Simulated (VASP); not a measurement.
Given:

```xyz
2
Lattice="0.0000 3.0022 3.0022 3.0022 0.0000 3.0022 3.0022 3.0022 0.0000" Properties=species:S:1:pos:R:3 pbc="T T T"
Al     0.0000     0.0000     0.0000
Sb     1.5011     1.5011     1.5011
```

Calculation: PBEsol GGA, VASP's PBE PAW potentials (set 64) (plane waves; VASP). Settings: 400 eV cut-off, 7×7×7 Γ-centred mesh, Gaussian smearing of 0.050 eV, potentials Al Sb.

Energy and stress use the plane-wave basis of the starting cell.

Task: The ions, cell shape and volume are relaxed. Predict the relaxed structure.

Result: 
```xyz
2
Lattice="0.0000 3.0841 3.0841 3.0841 0.0000 3.0841 3.0841 3.0841 0.0000" Properties=species:S:1:pos:R:3 pbc="T T T"
Al     0.0000     0.0000     0.0000
Sb     1.5421     1.5421     1.5421
```
Space group F-43m (216), at a tolerance of 0.03 Å.

Task: How do energy and volume change from the first to the last step?

Result: The energy (σ→0) changes by -34.4 meV/atom and the volume by +8.4 %, in 3 ionic steps.

```
step  E(σ→0) (eV)  max force (eV/Å)  pressure (GPa)  volume (Å³)
----  -----------  ----------------  --------------  -----------
1         -8.7936             0.000            5.21        54.12
2         -8.8440             0.000           -2.15        61.31
3         -8.8625             0.000            0.00        58.67
```

The structure was generated: AlSb was put into the zinc blende type (F-43m), which need not be its known phase. This run relaxes it. Symmetry was kept, so distortions that lower it aren't found.
